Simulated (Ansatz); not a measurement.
## Band table of Ga (hcp type)

```
Ga
1.0
     2.24814    0.00000    0.00000
    -1.12407    1.94694    0.00000
     0.00000    0.00000    3.75492
Ga
2
Cartesian
  0.0000 1.2980 0.9387
  1.1241 0.6490 2.8162
```

The cell comes from a relaxation on PAW files under the same functional, begun from a prototype that needn't be the stable phase.

Level of theory: DFT with PBE, scalar-relativistic, in Ansatz 0.2.0; a Γ-centred 14×14×8 k mesh, Fermi–Dirac smearing of 0.1 eV, no spin polarisation. LAPW: all electrons, basis error target 1 meV/atom.

This run: volume at 0.43 of the series' base cell.

Path points, in fractions of the reciprocal vectors: Γ (0.000, 0.000, 0.000), M (0.500, 0.000, 0.000), K (0.333, 0.333, 0.000), A (0.000, 0.000, 0.500), L (0.500, 0.000, 0.500), H (0.333, 0.333, 0.500). Levels in eV from the Fermi level; bands 9 to 24, counted from the lowest band of the run. The gap is zero, the pressure 307.6 GPa.

```
# k(1/Å) point b9 b10 b11 b12 b13 b14 b15 b16 b17 b18 b19 b20 b21 b22 b23 b24
0.000 Γ -20.89 -19.43 -18.21 -18.06 -18.06 -17.90 -17.90 -17.53 -17.53 -16.83 -16.83 -10.61 -6.34 18.26 18.81 18.81
0.403 - -20.26 -19.22 -18.31 -18.00 -17.89 -17.87 -17.72 -17.72 -17.63 -17.20 -16.80 -9.51 -6.01 11.29 14.84 16.59
0.807 - -19.13 -18.98 -18.34 -18.17 -17.93 -17.82 -17.58 -17.40 -17.29 -17.10 -16.75 -6.85 -4.93 3.80 11.17 13.31
1.210 - -19.32 -18.98 -18.91 -18.00 -17.81 -17.80 -17.41 -16.90 -16.82 -16.73 -14.13 -4.48 -3.25 -1.05 7.16 7.95
1.614 M -19.45 -19.11 -19.06 -18.06 -17.88 -17.70 -17.17 -16.73 -16.70 -16.61 -10.35 -8.63 -0.02 0.70 3.10 4.09
1.847 - -19.36 -19.09 -18.98 -18.08 -17.89 -17.69 -17.31 -16.76 -16.71 -16.68 -10.03 -8.43 0.24 0.92 3.24 3.82
2.079 - -19.12 -19.05 -18.76 -18.13 -17.93 -17.67 -17.64 -16.84 -16.82 -16.75 -9.13 -7.86 1.00 1.23 1.54 3.67
2.312 - -19.02 -18.78 -18.57 -18.14 -18.01 -18.00 -17.59 -16.97 -16.88 -16.83 -7.79 -6.93 -2.38 2.23 2.49 4.26
2.545 K -19.02 -18.54 -18.54 -18.24 -18.09 -18.09 -17.52 -16.95 -16.95 -16.90 -6.26 -5.65 -5.65 3.21 3.87 3.87
3.011 - -18.93 -18.76 -18.68 -18.19 -17.97 -17.83 -17.71 -17.27 -16.85 -16.71 -11.88 -2.70 -1.56 -1.21 0.68 8.21
3.477 - -18.80 -18.74 -18.47 -18.34 -18.03 -17.98 -17.63 -17.56 -17.12 -16.79 -16.08 -5.80 -4.35 4.20 4.65 13.82
3.943 - -20.06 -19.16 -18.35 -17.97 -17.93 -17.80 -17.74 -17.71 -17.62 -17.26 -16.80 -9.18 -5.89 11.20 11.66 19.33
4.408 Γ -20.89 -19.43 -18.21 -18.06 -18.06 -17.90 -17.90 -17.53 -17.53 -16.83 -16.83 -10.61 -6.34 18.26 18.81 18.81
4.618 - -20.72 -19.41 -18.23 -18.08 -18.08 -17.92 -17.92 -17.48 -17.48 -16.84 -16.84 -11.88 -4.77 17.40 18.34 18.99
4.827 - -20.23 -19.33 -18.24 -18.11 -18.11 -17.97 -17.97 -17.35 -17.35 -16.88 -16.88 -13.92 -1.82 13.30 18.46 19.54
5.036 - -19.59 -19.25 -18.12 -18.12 -18.07 -18.04 -18.04 -17.20 -17.20 -16.95 -16.95 -15.79 1.59 9.21 18.74 19.79
5.245 A -19.25 -19.25 -18.09 -18.09 -18.09 -18.09 -17.27 -17.27 -17.06 -17.06 -17.06 -17.06 5.29 5.29 19.19 19.19
5.649 - -18.89 -18.89 -18.28 -18.28 -17.93 -17.93 -17.78 -17.78 -17.08 -17.08 -16.17 -16.17 5.80 5.80 13.74 13.74
6.052 - -18.83 -18.83 -18.51 -18.51 -17.59 -17.59 -17.58 -17.58 -17.06 -17.06 -14.47 -14.47 5.81 5.81 8.05 8.05
6.455 - -19.19 -19.19 -18.74 -18.74 -17.44 -17.44 -17.02 -17.02 -16.81 -16.81 -11.54 -11.54 -0.27 -0.27 10.23 10.23
6.859 L -19.34 -19.34 -18.85 -18.85 -17.44 -17.44 -16.83 -16.83 -16.65 -16.65 -8.80 -8.80 -4.16 -4.16 11.36 11.36
7.092 - -19.25 -19.25 -18.79 -18.79 -17.52 -17.52 -16.87 -16.87 -16.72 -16.72 -8.44 -8.44 -4.04 -4.04 8.43 8.43
7.325 - -19.05 -19.05 -18.64 -18.64 -17.72 -17.72 -17.13 -17.13 -16.76 -16.76 -7.47 -7.47 -3.68 -3.68 4.56 4.56
7.557 - -18.83 -18.83 -18.44 -18.44 -17.92 -17.92 -17.42 -17.42 -16.78 -16.78 -6.05 -6.05 -3.15 -3.15 1.05 1.05
7.790 H -18.73 -18.73 -18.39 -18.39 -17.96 -17.96 -17.55 -17.55 -16.79 -16.79 -4.79 -4.79 -3.14 -3.14 -0.74 -0.74
8.256 - -18.90 -18.90 -18.37 -18.37 -17.89 -17.89 -17.55 -17.55 -16.70 -16.70 -9.34 -9.34 0.74 0.74 2.12 2.12
8.722 - -18.79 -18.79 -18.26 -18.26 -18.10 -18.10 -17.52 -17.52 -16.87 -16.87 -13.59 -13.59 6.34 6.34 6.88 6.88
9.188 - -18.78 -18.78 -18.35 -18.35 -17.95 -17.95 -17.77 -17.77 -17.08 -17.08 -15.97 -15.97 5.97 5.97 13.33 13.33
9.654 A -19.25 -19.25 -18.09 -18.09 -18.09 -18.09 -17.27 -17.27 -17.06 -17.06 -17.06 -17.06 5.29 5.29 19.19 19.19
```
